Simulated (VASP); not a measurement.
# Cs (C2/m) in VASP: notebook, part 2 of 2

VASP 6.6.1.

## 3. Single point, PBEsol

Contents of INCAR:

```
ADDGRID = False
ALGO = Normal
EDIFF = 1E-6
ENCUT = 250
GGA = PS
ISIF = 2
ISMEAR = 1
LASPH = True
LCHARG = False
LREAL = False
LWAVE = False
NELM = 100
PREC = Accurate
SIGMA = 0.1
```

Contents of KPOINTS:

```
k-points
0
Gamma
  6 6 6
```

Contents of POSCAR:

```
Cs
1.0
    3.0286440000     -4.4025590000     -0.0553060000
    2.9811710000      4.3695220000      0.0984760000
   -2.5313490000      0.0923220000      4.3694900000
Cs
1
Direct
   -0.0054440000      0.0010830000      0.4979030000
```

Potentials or basis: VASP PAW PBE potentials, release 64 (Cs_sv).

Started as:

```sh
> cat potpaw_PBE.64/Cs_sv/POTCAR > POTCAR
> mpirun -np 1 vasp_std > vasp.out
```

OUTCAR:

```text
EDIFF = 1E-6
   ENCUT = 250
   GGA = PS
   ISIF = 2
   ISMEAR = 1
   LASPH = True
   LREAL = False
   NELM = 100
   PREC = Accurate

 Found    112 irreducible k-points:

 Following reciprocal coordinates:
            Coordinates               Weight
  0.000000  0.000000  0.000000      1.000000
  0.166667 -0.000000 -0.000000      2.000000
  0.333333  0.000000  0.000000      2.000000
  0.500000 -0.000000 -0.000000      1.000000
 -0.000000  0.166667 -0.000000      2.000000
  0.166667  0.166667 -0.000000      2.000000
   k-points           NKPTS =    112   k-points in BZ     NKDIM =    112   number of bands    NBANDS=      8
   number of dos      NEDOS =    301   number of ions     NIONS =      1
   total plane-waves  NPLWV =  21952
   dimension x,y,z NGX =    28 NGY =   28 NGZ =   28
   dimension x,y,z NGXF=    56 NGYF=   56 NGZF=   56
   ions per type =               1
   NGX,Y,Z   is equivalent  to a cutoff of   8.71,  8.80,  9.22 a.u.
   NGXF,Y,Z  is equivalent  to a cutoff of  17.42, 17.60, 18.43 a.u.
 SYSTEM =  unknown system
   PREC   = accura    normal or accurate (medium, high low for compatibility)
   ISTART =      0    job   : 0-new  1-cont  2-samecut
   ICHARG =      2    charge: 1-file 2-atom 10-const
   ISPIN  =      1    spin polarized calculation?
   LNONCOLLINEAR =      F non collinear calculations
   LSORBIT =      F    spin-orbit coupling
   LASPH  =      T    aspherical Exc in radial PAW
[... 51 lines left out ...]
 E-fermi :   0.3612     XC(G=0):  -5.4615

 val. band max:        0.3502849574   @ k =   0.5000   0.3333  -0.0000
 cond. band min:       0.3656608337   @ k =   0.5000  -0.0000   0.1667
 fundamental gap:      0.0153758763
 Fermi energy:         0.3611678212

 k-point     1 :       0.0000    0.0000    0.0000
  band No.  band energies     occupation
      1     -23.4904      2.00000
      2     -10.2258      2.00000
      3     -10.2161      2.00000
      4     -10.1973      2.00000
      5      -1.3144      2.00000
      6       2.5618      0.00000
      7       2.7992      0.00000
      8       3.0548      0.00000
[... 45 lines left out ...]
 k-point     6 :       0.1667    0.1667   -0.0000
  band No.  band energies     occupation
      1     -23.4874      2.00000
      2     -10.2833      2.00000
      3     -10.2447      2.00000
      4     -10.2049      2.00000
      5      -0.5361      2.00000
      6       1.8774     -0.00000
      7       2.0712     -0.00000
      8       3.6954      0.00000

 [... further k-points ...]
[... 5 lines left out ...]
  --------------------------------------------------------------------------------------
  -------------------------------------------------------------------------------------
  Total       -0.0753522     -0.0923867     -0.0901139      0.0061400     -0.0092632     -0.0069818
  in kB       -1.0442098     -1.2802692     -1.2487728      0.0850868     -0.1283663     -0.0967516
  external PRESSURE =      -1.1910839 kB  Pullay stress =       0.0000000 kB

 VOLUME and BASIS-vectors are now :
 -----------------------------------------------------------------------------
  energy-cutoff  :      250.00
  volume of cell :      115.62
      direct lattice vectors                 reciprocal lattice vectors
     3.028644000 -4.402559000 -0.055306000     0.165058960 -0.114823640  0.098048647
     2.981171000  4.369522000  0.098476000     0.166342001  0.113250823  0.093973007
    -2.531349000  0.092322000  4.369490000    -0.001659677 -0.004005713  0.227982806

 POSITION                                       TOTAL-FORCE (eV/Angst)
 -----------------------------------------------------------------------------------
      1.75502     -4.32789      2.12068         0.000000      0.000000     -0.000000
 -----------------------------------------------------------------------------------
    total drift:                                0.000020      0.000009     -0.000034

  FREE ENERGIE OF THE ION-ELECTRON SYSTEM (eV)
  ---------------------------------------------------
  free  energy   TOTEN  =        -0.9278662040 eV

  energy  without entropy=       -0.9270429657  energy(sigma->0) =       -0.92759179
```

OSZICAR:

```text
N       E                     dE             d eps       ncg     rms          rms(c)
DAV:   1     0.443084007177E+02    0.44308E+02   -0.23068E+03  1792   0.425E+02
DAV:   2     0.182181024227E+01   -0.42487E+02   -0.42215E+02  2208   0.106E+02
DAV:   3    -0.895552124262E+00   -0.27174E+01   -0.27164E+01  1928   0.349E+01
DAV:   4    -0.927164189090E+00   -0.31612E-01   -0.31610E-01  3368   0.419E+00
DAV:   5    -0.927172147144E+00   -0.79581E-05   -0.79571E-05  2344   0.497E-02    0.149E-01
DAV:   6    -0.927318869496E+00   -0.14672E-03   -0.10900E-03  3176   0.200E-01    0.978E-02
DAV:   7    -0.927813403573E+00   -0.49453E-03   -0.32981E-03  2408   0.355E-01    0.333E-02
DAV:   8    -0.927865400610E+00   -0.51997E-04   -0.86175E-05  2768   0.728E-02    0.436E-03
DAV:   9    -0.927866706131E+00   -0.13055E-05   -0.23172E-06  2880   0.983E-03    0.236E-03
DAV:  10    -0.927866203956E+00    0.50218E-06   -0.68057E-07  2440   0.517E-03
   1 F= -.92786620E+00 E0= -.92759179E+00  d E =-.823238E-03
```

stdout:

```text
POSCAR found type information on POSCAR Cs
 POSCAR found :  1 types and       1 ions
 scaLAPACK will be used
 -----------------------------------------------------------------------------
|                                                                             |
|                                                                             |
|     You enforced a specific xc type in the INCAR file but a different       |
|     I HOPE YOU KNOW WHAT YOU ARE DOING!                                     |
|                                                                             |
 -----------------------------------------------------------------------------

 LDA part: xc-table for (Slater+PW92), standard interpolation
 POSCAR, INCAR and KPOINTS ok, starting setup
 FFT: planning ... GRIDC
 FFT: planning ... GRID_SOFT
 FFT: planning ... GRID
 WAVECAR not read
 entering main loop
```

Wall time 16 s (1 thread of Intel Xeon Platinum 8488C (Sapphire Rapids), shared host); peak memory 0.16 GiB.

The run converged, but some of its settings lie outside the range that counts as converged, so its numbers aren't taken as properties of the crystal.

What came out:

| Item | Value |
| --- | --- |
| Free energy | -0.9279 eV |
| Band gap on the k mesh | none (metal or under the smearing width) |

Caveat: the cutoff is under 1.25 times the usual one of these potentials, so pressure, stress and relaxed cells hold a basis-set (Pulay) error; the PAW data sets were made with another functional, which shifts forces and pressure a little.

## 4. Single point, PBEsol

INCAR, as its differences from that of step 3:

```diff
@@ -3,3 +3,3 @@
 EDIFF = 1E-6
-ENCUT = 250
+ENCUT = 400
 GGA = PS
```

Contents of KPOINTS:

```
k-points
0
Gamma
  5 5 5
```

Contents of POSCAR:

```
Cs
1.0
    3.0190110000     -4.3381320000      0.0000000000
    3.0190110000      4.3381320000      0.0000000000
   -2.5749360000      0.0000000000      4.4138870000
Cs
1
Direct
    0.0000000000      0.0000000000      0.5000000000
```

Started as:

```sh
> cat potpaw_PBE.64/Cs_sv/POTCAR > POTCAR
> mpirun -np 1 vasp_std > vasp.out
```

Run time: 14 s. Hardware: 1 thread of Intel Xeon Platinum 8488C (Sapphire Rapids), shared host; peak memory 0.19 GiB.

These settings aren't checked as converged: the numbers below hold their error.

Results:

```yaml
Free_energy: -0.9393 eV
Pressure: -0.1 GPa
Band_gap_on_the_k_mesh: none (metal or under the smearing width)
```

Caveat: the PAW data sets were made with another functional, which shifts forces and pressure a little.

## 5. Single point, PBEsol

INCAR is that of step 4.

KPOINTS is that of step 4.

Contents of POSCAR:

```
Cs
1.0
    3.0286440000     -4.4025590000     -0.0553060000
    2.9811710000      4.3695220000      0.0984760000
   -2.5313490000      0.0923220000      4.3694900000
Cs
1
Direct
   -0.0054440000      0.0010830000      0.4979030000
```

Potentials or basis: VASP PAW PBE potentials, release 64 (Cs_sv).

Started as:

```sh
> cat potpaw_PBE.64/Cs_sv/POTCAR > POTCAR
> mpirun -np 1 vasp_std > vasp.out
```

OUTCAR:

```text
EDIFF = 1E-6
   ENCUT = 400
   GGA = PS
   ISIF = 2
   ISMEAR = 1
   LASPH = True
   LREAL = False
   NELM = 100
   PREC = Accurate

 Found     63 irreducible k-points:

 Following reciprocal coordinates:
            Coordinates               Weight
  0.000000  0.000000  0.000000      1.000000
  0.200000  0.000000 -0.000000      2.000000
  0.400000 -0.000000  0.000000      2.000000
 -0.000000  0.200000 -0.000000      2.000000
  0.200000  0.200000 -0.000000      2.000000
  0.400000  0.200000  0.000000      2.000000
   k-points           NKPTS =     63   k-points in BZ     NKDIM =     63   number of bands    NBANDS=      8
[... 134 lines left out ...]
      5       0.6475     -0.00463
      6       1.1122     -0.00000
      7       1.6747     -0.00000
      8       3.5987      0.00000

 [... further k-points ...]
[... 5 lines left out ...]
  --------------------------------------------------------------------------------------
  -------------------------------------------------------------------------------------
  Total       -0.1598922     -0.0782462     -0.0412311      0.0172039      0.0489599     -0.1464411
  in kB       -2.2157423     -1.0843148     -0.5713690      0.2384066      0.6784731     -2.0293404
  external PRESSURE =      -1.2904753 kB  Pullay stress =       0.0000000 kB

 VOLUME and BASIS-vectors are now :
 -----------------------------------------------------------------------------
  energy-cutoff  :      400.00
  volume of cell :      115.62
      direct lattice vectors                 reciprocal lattice vectors
     3.028644000 -4.402559000 -0.055306000     0.165058960 -0.114823640  0.098048647
     2.981171000  4.369522000  0.098476000     0.166342001  0.113250823  0.093973007
    -2.531349000  0.092322000  4.369490000    -0.001659677 -0.004005713  0.227982806

 POSITION                                       TOTAL-FORCE (eV/Angst)
 -----------------------------------------------------------------------------------
      1.75502     -4.32789      2.12068        -0.000000      0.000000      0.000000
 -----------------------------------------------------------------------------------
    total drift:                               -0.000009     -0.000001     -0.000001

  FREE ENERGIE OF THE ION-ELECTRON SYSTEM (eV)
  ---------------------------------------------------
  free  energy   TOTEN  =        -0.9385630043 eV

  energy  without entropy=       -0.9370750716  energy(sigma->0) =       -0.93806703
```

OSZICAR:

```text
N       E                     dE             d eps       ncg     rms          rms(c)
DAV:   1     0.536049613489E+02    0.53605E+02   -0.27513E+03  1008   0.613E+02
DAV:   2     0.303199575268E+01   -0.50573E+02   -0.49851E+02  1320   0.112E+02
DAV:   3    -0.890712106940E+00   -0.39227E+01   -0.39217E+01  1048   0.419E+01
DAV:   4    -0.938055338405E+00   -0.47343E-01   -0.47341E-01  1792   0.545E+00
DAV:   5    -0.938131312644E+00   -0.75974E-04   -0.75971E-04  1376   0.133E-01    0.133E-01
DAV:   6    -0.938123339998E+00    0.79726E-05   -0.11253E-03  1728   0.197E-01    0.934E-02
DAV:   7    -0.938515429965E+00   -0.39209E-03   -0.34573E-03  1360   0.365E-01    0.322E-02
DAV:   8    -0.938562117440E+00   -0.46687E-04   -0.10223E-04  1440   0.797E-02    0.517E-03
DAV:   9    -0.938563438965E+00   -0.13215E-05   -0.28890E-06  1696   0.107E-02    0.287E-03
DAV:  10    -0.938563004324E+00    0.43464E-06   -0.66482E-07  1256   0.503E-03
   1 F= -.93856300E+00 E0= -.93806703E+00  d E =-.148793E-02
```

Wall time 20 s (1 thread of Intel Xeon Platinum 8488C (Sapphire Rapids), shared host); peak memory 0.21 GiB.

The run converged, but some of its settings lie outside the range that counts as converged, so its numbers aren't taken as properties of the crystal.

What came out:

| Property | Result |
| --- | --- |
| Free energy | -0.9386 eV |
| Pressure | -0.1 GPa |
| Band gap on the k mesh | none (metal or under the smearing width) |

Caveat: the PAW data sets were made with another functional, which shifts forces and pressure a little.

## 6. The reference run

An earlier run on the cell as given: functional PBE; potentials or basis VASP PAW PBE potentials, release 64 (Cs_sv); cutoff 520 eV; k mesh 6 × 6 × 6; occupations fermi-dirac, width 0.05 eV; no spin polarisation.

- Pressure: 0.0 GPa
- Band gap on the k mesh: none (metal or under the smearing width)
